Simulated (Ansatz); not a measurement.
**Stationary points along a deformation path in InPd**

Level of theory: Ansatz 0.2.0, DFT PBE, scalar-relativistic, plane waves, PAW. The runs took a 420 eV cutoff, a Γ-centred 16×16×16 mesh and Gaussian smearing (0.15 eV). No spin polarisation. Energies are free energies at this smearing, counted from the undisturbed cell; pressure is positive in compression.

Zero of the scan (as given, not relaxed at this level; it stands at 3.7 GPa, and it needn't be the usual structure):

```
In Pd
1.0
     3.27188    0.00000    0.00000
     0.00000    3.27188    0.00000
     0.00000    0.00000    3.27188
In Pd
1 1
Direct
  0.00000 0.00000 0.00000
  0.50000 0.50000 0.50000
```

At fixed volume and fractional coordinates, lengths along (0.000, 0.000, 1.000) are scaled against those across it; ρ is that ratio over its starting value. V = 17.513 Å³/atom. Δσ is the stress along the axis less the mean stress across it (compression positive).

| ρ | ΔE (meV/atom) | Δσ (GPa) | space group |
| --- | --- | --- | --- |
| 0.707 | 364.5 | 46.01 | P4/mmm |
| 0.850 | 44.4 | 9.17 | P4/mmm |
| 1.000 | 0.0 | 0.00 | Pm-3m |
| 1.200 | 30.3 | -4.48 | P4/mmm |
| 1.414 | 116.0 | -11.07 | P4/mmm |

Question: How does the stress give the slope of the energy, and where is the energy stationary?

Answer: Along the path d ln(length) is 2/3 d ln ρ on the axis and −1/3 d ln ρ across it, so dE/d ln ρ = −(2/3) V Δσ: the energy falls with ρ where Δσ is positive. Δσ vanishes or changes sign at ρ = 1.000 (Pm-3m), a minimum at 0.0 meV/atom. Pairs of stationary points between two samples would go unseen, and could change a minimum read from distant neighbours into a maximum. At ρ = 1.000 the cell is cubic, where symmetry alone makes the stress isotropic and the slope zero.

In a metal these slopes depend on the k mesh and the smearing.